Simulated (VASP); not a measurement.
# C (Fd-3m) in VASP: phonons with LDA

Aim: the phonons of C with LDA.

Program: VASP 6.6.1. These are calculated values, not measurements. Logs are shortened: lines on timing, memory, paths and dates and some standing lists are left out, and cuts for length are marked.

## (1) The structure

Symmetry: Fd-3m, No. 227, cubic system. The conventional cell has a = 3.567 Å, b = 3.567 Å, c = 3.567 Å, α = 90.00°, β = 90.00°, γ = 90.00°. Around C (site symmetry -43m) lie 4 C at 1.54 Å.

This isn't the form of C at room conditions, which is graphite.

## (2) Phonons, LDA

POSCAR reads:

```
C
1.0
    0.0000000000      1.7833700000      1.7833700000
    1.7833700000      0.0000000000      1.7833700000
    1.7833700000      1.7833700000      0.0000000000
C
2
Direct
    0.0000000000      0.0000000000      0.0000000000
    0.2500000000      0.2500000000      0.2500000000
```

INCAR.step1 reads:

```
PREC = Accurate
ENCUT = 600
EDIFF = 1E-8
ISMEAR = 0
SIGMA = 0.02
LREAL = False
LASPH = True
NELM = 60
ALGO = Normal
ISIF = 3
LWAVE = False
LCHARG = False
IBRION = 2
NSW = 40
EDIFFG = -0.002
```

INCAR.step2 reads:

```
PREC = Accurate
ENCUT = 600
EDIFF = 1E-8
ISMEAR = 0
SIGMA = 0.02
LREAL = False
LASPH = True
NELM = 60
ALGO = Normal
ISIF = 2
LWAVE = False
LCHARG = False
IBRION = 8
NSW = 1
```

KPOINTS reads:

```
regular mesh
0
Gamma
  12 12 12
```

Potentials or basis: VASP PAW LDA potentials, release 64 (C).

Command:

```
$ cat potpaw_LDA.64/C/POTCAR > POTCAR
$ cp INCAR.step1 INCAR
$ mpirun -np 1 vasp_std > vasp.out
$ cp CONTCAR POSCAR
$ cp INCAR.step2 INCAR
$ mpirun -np 1 vasp_std > vasp.out
```

OUTCAR:

```text
PREC = Accurate
   ENCUT = 600
   EDIFF = 1E-8
   ISMEAR = 0
   LREAL = False
   LASPH = True
   NELM = 60
   ISIF = 2
   IBRION = 8
   NSW = 1

 ion  position               nearest neighbor table
   1  0.000  0.000  0.000-   2 1.53   2 1.53   2 1.53   2 1.53
   2  0.250  0.250  0.250-   1 1.53   1 1.53   1 1.53   1 1.53

  LATTYP: Found a face centered cubic cell.
 ALAT       =     3.5336397051

  Lattice vectors:

 A1 = (   0.0000000000,   1.7668198526,   1.7668198526)
 A2 = (   1.7668198526,   0.0000000000,   1.7668198526)
 A3 = (   1.7668198526,   1.7668198526,   0.0000000000)

Analysis of symmetry for initial positions (statically):
=====================================================================
 Subroutine PRICEL returns:
 Original cell was already a primitive cell.

 Routine SETGRP: Setting up the symmetry group for a
 face centered cubic supercell.

 Subroutine GETGRP returns: Found 48 space group operations
 (whereof 24 operations were pure point group operations)
 out of a pool of 48 trial point group operations.

The static configuration has the point symmetry T_d .
 The point group associated with its full space group is O_h .

Analysis of symmetry for dynamics (positions and initial velocities):
=====================================================================
 Subroutine PRICEL returns:
 Original cell was already a primitive cell.

 Routine SETGRP: Setting up the symmetry group for a
 face centered cubic supercell.

 Subroutine GETGRP returns: Found 48 space group operations
 (whereof 24 operations were pure point group operations)
 out of a pool of 48 trial point group operations.

The dynamic configuration has the point symmetry T_d .
 The point group associated with its full space group is O_h .

 Subroutine INISYM returns: Found 48 space group operations
 (whereof 24 operations are pure point group operations),
 and found     1 'primitive' translations

----------------------------------------------------------------------------------------

                                     Primitive cell

  volume of cell :      11.0308

  direct lattice vectors                    reciprocal lattice vectors
     0.000000000  1.766819853  1.766819853    -0.282994330  0.282994330  0.282994330
     1.766819853  0.000000000  1.766819853     0.282994330 -0.282994330  0.282994330
     1.766819853  1.766819853  0.000000000     0.282994330  0.282994330 -0.282994330

  length of vectors
     2.498660598  2.498660598  2.498660598     0.490160557  0.490160557  0.490160557

  position of ions in fractional coordinates (direct lattice)
     0.000000000  0.000000000  0.000000000
     0.250000000  0.250000000  0.250000000

  ion indices of the primitive-cell ions
   primitive index   ion index
                 1           1
                 2           2

----------------------------------------------------------------------------------------

 KPOINTS: regular mesh

Automatic generation of k-mesh.
 Grid dimensions read from file:
 generate k-points for:   12   12   12

 Generating k-lattice:

  Cartesian coordinates                     Fractional coordinates (reciprocal lattice)
    -0.023582861  0.023582861  0.023582861     0.083333333  0.000000000  0.000000000
     0.023582861 -0.023582861  0.023582861     0.000000000  0.083333333  0.000000000
     0.023582861  0.023582861 -0.023582861     0.000000000  0.000000000  0.083333333

  Length of vectors
     0.040846713  0.040846713  0.040846713

  Shift w.r.t. Gamma in fractional coordinates (k-lattice)
     0.000000000  0.000000000  0.000000000

 Subroutine IBZKPT returns following result:
[... 73 lines left out ...]
   LORBIT       =      0    0 simple, 1 ext, 2 COOP (PROOUT), +10 PAW based schemes
   GGA     = CA    functional components
   LHFCALC =     F    Hartree Fock is set to
   AEXX    =    0.0000 exact exchange contribution
   IVDW    =     0    specifies the selected vdW correction
   LEPSILON=     F    determine dielectric tensor
   LRPA    =     F    only Hartree local field effects (RPA)
 non-spin polarized calculation
 Gauss-broadening in eV      SIGMA  =   0.02
  energy-cutoff  :      600.00
  volume of cell :       11.03
 maximum number of plane-waves:       380
   NGX =  9   NGY =  9   NGZ =  9

--------------------------------------- Ionic step        1  -------------------------------------------

 number of electron       7.9999998 magnetization

 Free energy of the ion-electron system (eV)
  ---------------------------------------------------
  ext. energy  EPLUGINS =         0.00000000
  ---------------------------------------------------
  free energy    TOTEN  =       -20.25220470 eV

  energy without entropy =      -20.25220470  energy(sigma->0) =      -20.25220470

 E-fermi :  10.2374     XC(G=0): -13.6354

 val. band max:       10.1354601931   @ k =   0.0000   0.0000   0.0000
 cond. band min:      14.3288248588   @ k =   0.3333   0.3333   0.0000
 fundamental gap:      4.1933646657
 Fermi energy:        10.2373730726

 k-point     1 :       0.0000    0.0000    0.0000
  band No.  band energies     occupation
      1     -11.5586      2.00000
      2      10.1355      2.00000
      3      10.1355      2.00000
      4      10.1355      2.00000
      5      15.7571      0.00000
      6      15.7571      0.00000
      7      15.7571      0.00000
      8      24.3356      0.00000
[... 243 lines left out ...]
 k-point    24 :      -0.4167    0.1667    0.0000
  band No.  band energies     occupation
      1      -5.1733      2.00000
      2      -2.6326      2.00000
      3       4.5871      2.00000
      4       6.4606      2.00000
      5      17.7253      0.00000
      6      20.4627      0.00000
      7      21.7605      0.00000
      8      25.7136      0.00000

 [... further k-points ...]

------------------------ aborting loop because EDIFF is reached ----------------------------------------

  FORCE on cell =-STRESS in cart. coord.  units (eV):
  Direction    XX          YY          ZZ          XY          YZ          ZX
  --------------------------------------------------------------------------------------
  -------------------------------------------------------------------------------------
  Total        0.0052598      0.0052598      0.0052598      0.0000000      0.0000000     -0.0000000
  in kB        0.7639643      0.7639643      0.7639643      0.0000000      0.0000000     -0.0000000
  external PRESSURE =       0.7639643 kB  Pullay stress =       0.0000000 kB

 VOLUME and BASIS-vectors are now :
 -----------------------------------------------------------------------------
  energy-cutoff  :      600.00
  volume of cell :       11.03
      direct lattice vectors                 reciprocal lattice vectors
     0.000000000  1.766819853  1.766819853    -0.282994330  0.282994330  0.282994330
     1.766819853  0.000000000  1.766819853     0.282994330 -0.282994330  0.282994330
     1.766819853  1.766819853  0.000000000     0.282994330  0.282994330 -0.282994330

 POSITION                                       TOTAL-FORCE (eV/Angst)
 -----------------------------------------------------------------------------------
      0.00000      0.00000      0.00000        -0.000000     -0.000000     -0.000000
      0.88341      0.88341      0.88341         0.000000      0.000000      0.000000
 -----------------------------------------------------------------------------------
    total drift:                               -0.000000      0.000000      0.000000

  FREE ENERGIE OF THE ION-ELECTRON SYSTEM (eV)
  ---------------------------------------------------
  free  energy   TOTEN  =       -20.2522047014 eV

  energy  without entropy=      -20.2522047014  energy(sigma->0) =      -20.25220470

[... ionic steps 2 to 3 ...]

--------------------------------------- Ionic step        4  -------------------------------------------

 Free energy of the ion-electron system (eV)
  ---------------------------------------------------
  ---------------------------------------------------
  free energy    TOTEN  =        -0.11147926 eV

  energy without entropy =       -0.11147926

------------------------ aborting loop because EDIFF is reached ----------------------------------------

 INTERNAL STRAIN TENSOR  FOR ION    1  DIRECTION 1   (eV/Angst):
 -----------------------------------------------------------------------------
     0.00557  0.00000  0.00000
     0.00000 -0.00229  4.12115
     0.00000  4.12115 -0.00229

 INTERNAL STRAIN TENSOR FOR ION    2 for displacements in x,y,z  (eV/Angst):
          X           Y           Z          XY          YZ          ZX
  --------------------------------------------------------------------------------
  x    -0.00000     0.00000    -0.00000     0.00000    -4.12115     0.00000
  y     0.00000    -0.00000    -0.00000     0.00000     0.00000    -4.12115
  z     0.00000    -0.00000    -0.00000    -4.12115     0.00000     0.00000

 SECOND DERIVATIVES (NOT SYMMETRIZED)
 ------------------------------------
               1X          1Y          1Z          2X          2Y          2Z
  1X   -38.738689    0.000000    0.000000   38.738689    0.000000    0.000000
  1Y     0.000000  -38.738689    0.000000    0.000000   38.738689    0.000000
  1Z     0.000000    0.000000  -38.738689    0.000000    0.000000   38.738689
  2X    38.738689    0.000000    0.000000  -38.738689    0.000000    0.000000
  2Y     0.000000   38.738689    0.000000    0.000000  -38.738689    0.000000
  2Z     0.000000    0.000000   38.738689    0.000000    0.000000  -38.738689

 Eigenvectors and eigenvalues of the dynamical matrix
 ----------------------------------------------------

   1 f  =   39.705311 THz   249.475824 2PiTHz 1324.426601 cm-1   164.207896 meV
             X         Y         Z           dx          dy          dz
      0.000000  0.000000  0.000000     0.000000   -0.707107    0.000000
      0.883410  0.883410  0.883410     0.000000    0.707107    0.000000
[... 21 lines left out ...]
   6 f  =    0.000000 THz     0.000000 2PiTHz    0.000000 cm-1     0.000000 meV
             X         Y         Z           dx          dy          dz
      0.000000  0.000000  0.000000     0.000000    0.000000    0.707107
      0.883410  0.883410  0.883410     0.000000    0.000000    0.707107

--------------------------------------------------------------------------------------------------------

 ELASTIC MODULI CONTR FROM IONIC RELAXATION (kBar)
 Direction    XX          YY          ZZ          XY          YZ          ZX
 --------------------------------------------------------------------------------
 XX          -0.0000      0.0000     -0.0000      0.0000     -0.0000      0.0000
 YY           0.0000     -0.0000      0.0000     -0.0000      0.0000     -0.0000
 ZZ          -0.0000      0.0000     -0.0000     -0.0000     -0.0000     -0.0000
 XY           0.0000     -0.0000     -0.0000    -63.6789      0.0000      0.0000
 YZ          -0.0000      0.0000     -0.0000      0.0000    -63.6789      0.0000
 ZX           0.0000     -0.0000     -0.0000      0.0000      0.0000    -63.6789
 --------------------------------------------------------------------------------
```

It took 88 s on 1 thread of AMD EPYC 7R43 (Zen 3), shared host; peak memory 0.13 GiB.

What came out:

```
Relaxed volume                         : 5.52 Å³/atom
Relaxed cell                           : a = 2.499 Å, b = 2.499 Å, c = 2.499 Å, α = 60.00°, β = 60.00°, γ = 60.00°
Space group after relaxing (to 0.05 Å) : Fd-3m (No. 227)
Highest phonon frequency at Γ          : 1324 cm⁻¹
```

The path:
| step | energy change (eV) | largest force (eV/Å) | pressure (GPa) | volume (Å³) |
| --- | --- | --- | --- | --- |
| 1 | 0.0000 | 0.0000 | -12.37 | 11.34 |
| 2 | 0.0090 | 0.0000 | 17.95 | 10.64 |
| 3 | -0.0123 | 0.0000 | -0.11 | 11.03 |
| 4 | -0.0123 | 0.0000 | 0.15 | 11.03 |
| 5 | -0.0123 | 0.0000 | -0.16 | 11.03 |
| 6 | -0.0123 | 0.0000 | 0.00 | 11.03 |

Final structure:
```yaml
crystal:
  lattice:
    - [0.00000, 1.76682, 1.76682]
    - [1.76682, 0.00000, 1.76682]
    - [1.76682, 1.76682, 0.00000]
  atoms:
    - { symbol: C, position: [0.00000, 0.00000, 0.00000] }
    - { symbol: C, position: [0.25000, 0.25000, 0.25000] }
```

Phonon frequencies in cm⁻¹ (negative: imaginary):
| q point | frequencies |
| --- | --- |
| (0.000, 0.000, 0.000) | 0 0 0 1324 1324 1324 |
